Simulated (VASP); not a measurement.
Crystal: BN.

```
B N
1.0
     0.00000    1.80334    1.80334
     1.80334    0.00000    1.80334
     1.80334    1.80334    0.00000
B N
1 1
Direct
  0.00000 0.00000 0.00000
  0.25000 0.25000 0.25000
```

The cell is a database's computed one.

Base run:

| Item | Value |
| --- | --- |
| Program | VASP 6.6.1 |
| Functional | PBEsol |
| Potentials or basis | VASP PAW PBE potentials, release 64 (B, N) |
| Cutoff | 700 eV |
| k mesh | 12 × 12 × 12 |
| Occupations | gaussian, width 0.02 eV |
| Spin | no spin polarisation |

Its results: band gap on the k mesh 4.28 eV, indirect (least direct gap 8.79 eV); pressure 0.0 GPa.

**Question.** The run is repeated on the same cell with these changes: potentials or basis from VASP PAW PBE potentials, release 64 (B, N) to VASP PAW PBE potentials, release 64 (B_h, N_h); cutoff from 700 eV to 900 eV. What comes out?

**Answer.** Band gap on the k mesh 4.29 eV, indirect (least direct gap 8.80 eV); pressure -0.7 GPa.

Caveats: the PAW data sets were made with another functional, which shifts forces and pressure a little; the cutoff is under 1.25 times the usual one of these potentials, so pressure, stress and relaxed cells hold a basis-set (Pulay) error (some runs).

A k mesh can miss the band edges.

Not every run made on this cell is shown here.
